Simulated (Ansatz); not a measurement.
# BaTiO3: response to strain

BaTiO3 is deformed so: zz strain of +1 %. What stress and forces result, by LAPW, PAW and all-electron datasets made for the crystal?

Program: Ansatz 0.2.0. Level of theory: DFT PBE, scalar-relativistic. These are calculated values, not measurements.

## 1. The starting structure

The structure is orthorhombic, space group Amm2 (No. 38). Conventional cell: a = 3.984 Å, b = 5.674 Å, c = 5.692 Å, α = 90.00°, β = 90.00°, γ = 90.00°. Around Ba (site symmetry mm2) lie 12 O at 2.80 to 2.89 Å. Ti (site symmetry mm2) is surrounded by 6 O at 1.95 to 2.07 Å. O (site symmetry mm2) has 2 Ti at 1.99 Å and 4 Ba at 2.80 to 2.89 Å as nearest neighbours. Around O (site symmetry m) lie 2 Ti at 1.95 to 2.07 Å and 4 Ba at 2.82 to 2.84 Å.

As a file:

```cif
data_structure
_symmetry_space_group_name_H-M 'Amm2'
_symmetry_Int_Tables_number 38
_cell_length_a 3.9841
_cell_length_b 5.6741
_cell_length_c 5.6916
_cell_angle_alpha 90.000
_cell_angle_beta 90.000
_cell_angle_gamma 90.000
_cell_volume 128.67
loop_
_atom_site_label
_atom_site_type_symbol
_atom_site_symmetry_multiplicity
_atom_site_Wyckoff_symbol
_atom_site_fract_x
_atom_site_fract_y
_atom_site_fract_z
_atom_site_occupancy
Ba1 Ba 2 a 0.00000 0.00000 0.00000 1
Ti1 Ti 2 b 0.50000 0.50000 0.00790 1
O1 O 2 a 0.00000 0.50000 0.99210 1
O2 O 4 e 0.50000 0.25440 0.24811 1
```

The file gives the conventional cell by its symmetry; the runs use the cell typed in the input.

Atoms are numbered in the order of the input: Ba1, Ti2, O3, O4, O5.

## 2. The deformed structure

Space group Amm2 before, Amm2 after.

## 3. LAPW, all electrons

Input file input.yaml:

```yaml
crystal:
  lattice:
    - [3.9841, 0.0, 0.0]
    - [0.0, 2.83705, 2.874258]
    - [0.0, -2.83705, 2.874258]
  atoms:
    - { symbol: Ba, position: [0.0, 0.0, 0.0] }
    - { symbol: Ti, position: [0.5, 0.5079, 0.5079] }
    - { symbol: O, position: [0.0, 0.4921, 0.4921] }
    - { symbol: O, position: [0.5, 0.50251, 0.99371] }
    - { symbol: O, position: [0.5, 0.99371, 0.50251] }
kpoints:
  mp_grid: { grid: [8, 8, 8] }
  band_path:
    path:
      - [0.0, 0.0, 0.0]
      - [0.0, 0.5, 0.5]
      - [0.0, 0.5064307321, 0.4935692679]
      - [0.0, 0.4935692679, -0.4935692679]
      - [0.0, 0.0, 0.0]
      - [0.5, 0.0, 0.0]
      - [0.5, 0.4935692679, -0.4935692679]
      - [0.5, 0.5064307321, 0.4935692679]
      - [0.5, 0.5, 0.5]
    npoints: 5
scf:
  occupations: { method: fermi_dirac, width: 0.05 }
hamiltonian:
  xc: pbe
  pseudopotentials: { kind: all_electron, lapw: { basis_error: 0.001 } }
output:
  forces: true
  stress: true
  eigenvalues: true
```

Run with:

```console
$ ansatz run input.yaml --threads 2 --pin off --max-ram 6144MiB --backend cpu --events-out ev --progress --plain --runs-dir out
```

## 4. Frozen-core PAW

Input file input.yaml:

```yaml
crystal:
  lattice:
    - [3.9841, 0.0, 0.0]
    - [0.0, 2.83705, 2.874258]
    - [0.0, -2.83705, 2.874258]
  atoms:
    - { symbol: Ba, position: [0.0, 0.0, 0.0] }
    - { symbol: Ti, position: [0.5, 0.5079, 0.5079] }
    - { symbol: O, position: [0.0, 0.4921, 0.4921] }
    - { symbol: O, position: [0.5, 0.50251, 0.99371] }
    - { symbol: O, position: [0.5, 0.99371, 0.50251] }
kpoints:
  mp_grid: { grid: [8, 8, 8] }
scf:
  occupations: { method: fermi_dirac, width: 0.05 }
hamiltonian:
  xc: pbe
  pseudopotentials: { kind: paw }
output:
  forces: true
  stress: true
  eigenvalues: true
  efg: { contact_densities: true }
```

## 5. All-electron PAW on datasets made for the crystal

Edit input.yaml of step 4 so:

```diff
@@ -17,3 +17,3 @@
   xc: pbe
-  pseudopotentials: { kind: paw }
+  pseudopotentials: { kind: all_electron, datasets: crystal }
 output:
```

(Steps that only read results are left out.)

**Question.** What will these runs give? Wanted: pressure; largest shear or deviatoric stress.

As calculated:

| quantity | value |
| --- | --- |
| pressure | LAPW 0.30, PAW 0.29, crystal datasets 0.30 GPa |
| largest shear or deviatoric stress (LAPW) | 2.14 GPa |

What this shows: The largest part of the stress beyond the pressure is 2.14 GPa in size, in the zz component; the atoms are carried along and not relaxed. No run of the undeformed cell stands beside it, so the pressure holds what the given cell had before the change. PAW: stress within 0.01 GPa of LAPW, forces within 1 meV/Å. Crystal datasets: stress within 0.01 GPa of LAPW, forces within 1 meV/Å. Spin-orbit coupling is left out, though the cell holds Ba; in elements this heavy it can shift bands and gaps by tenths of an eV.
